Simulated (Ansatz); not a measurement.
# Cu: pressure and energy above lowest point against volume per atom

Results calculated with Ansatz 0.2.0 development build, not measured. Equation of state of a cubic crystal from periodic Kohn-Sham density functional theory without spin; pressure corrected for the finite basis.

Cell of the first row (space group Pm-3m, No. 221):
```
Cu
1.0
      2.3579     0.0000     0.0000
      0.0000     2.3579     0.0000
      0.0000     0.0000     2.3579
Cu
1
Direct
  0.00000 0.00000 0.00000
```

Settings of every row: formula Cu; structure type simple cubic; functional PBE; spin treatment none; k mesh 15x15x15; occupation method fermi-dirac; occupation width 0.061225619 eV; wave cutoff 700 eV; datasets hard PAW; density cutoff ratio 4.

Limits: a cubic model structure, not a phase known at ambient conditions; modest k-mesh, values are not fully converged in k; the SCF threshold is loose for a stress in some rows.

| row | volume per atom (Å³) | pressure (GPa) | energy above lowest point (meV/atom) |
| --- | --- | --- | --- |
| 1 | 13.109 | 7.285 | 17.54 |
| 2 | 13.388 | ? | ? |
| 3 | 13.667 | 2.054 | 1.64 |
| 4 | 13.946 | -0.123 | 0 |
| 5 | 14.225 | -2.052 | 1.93 |
| 6 | 14.503 | -3.76 | 7.02 |
| 7 | 14.782 | -5.272 | 14.9 |

Question: what pressure and energy above lowest point should row 2 give?

Worked fit of pressure. Take u = (V_r/V)^(2/3) − 1 with V_r = 14.085 Å³ an atom, which is twice the finite (Eulerian) strain; such expansions in the strain, on which the Birch-Murnaghan equation of state is built, carry the rest volume and the bulk modulus. The shown rows have u = 0.04904, 0.02029, 0.00663, -0.00657, -0.01931, -0.03169. Least squares give pressure = −1.1142 + 146.104 × u + 486.64 × u² + 540.9 × u³ GPa; a parabola predicts inner rows, each left out in turn, worse (root mean square 0.011 against 0.0033 GPa). The rows lie off it by 0.000, -0.001, 0.001, 0.001, -0.002, 0.001. The pressure vanishes at u = 0.0074, or V = 13.93 Å³ an atom, and there the bulk modulus at fixed shape and fractions is B = −V dP/dV = (2/3)(1 + u) dP/du = 103 GPa. The withheld row has u = 0.03441, so the fit gives −1.1142 + 146.104 × (0.03441) + 486.64 × (0.03441)² + 540.9 × (0.03441)³ = 4.511 GPa.

The calculation gave 4.512 GPa. The fit lies 0.001 GPa (0.008 % of the column's range) below it, one unit of the last digit.

Worked fit of energy above lowest point. Take u = (V_r/V)^(2/3) − 1 with V_r = 14.085 Å³ an atom, which is twice the finite (Eulerian) strain; such expansions in the strain, on which the Birch-Murnaghan equation of state is built, carry the rest volume and the bulk modulus. The shown rows have u = 0.04904, 0.02029, 0.00663, -0.00657, -0.01931, -0.03169. Least squares give energy above lowest point = 0.545 − 147.44 × u + 9812.3 × u² + 5323 × u³ meV/atom; a parabola predicts inner rows, each left out in turn, worse (root mean square 0.1 against 0.01 meV/atom). The rows lie off it by 0.00, 0.00, 0.00, -0.01, 0.01, 0.00. Its lowest point lies at u = 0.0075, or V = 13.93 Å³ an atom, and the curvature there gives the bulk modulus at fixed shape and fractions, B = (4/9)(1 + u)² E″(u)/V = 103 GPa. The withheld row has u = 0.03441, so the fit gives 0.545 − 147.44 × (0.03441) + 9812.3 × (0.03441)² + 5323 × (0.03441)³ = 7.31 meV/atom.

The calculation gave 7.32 meV/atom. The fit lies 0.01 meV/atom (0.057 % of the column's range) below it, one unit of the last digit.
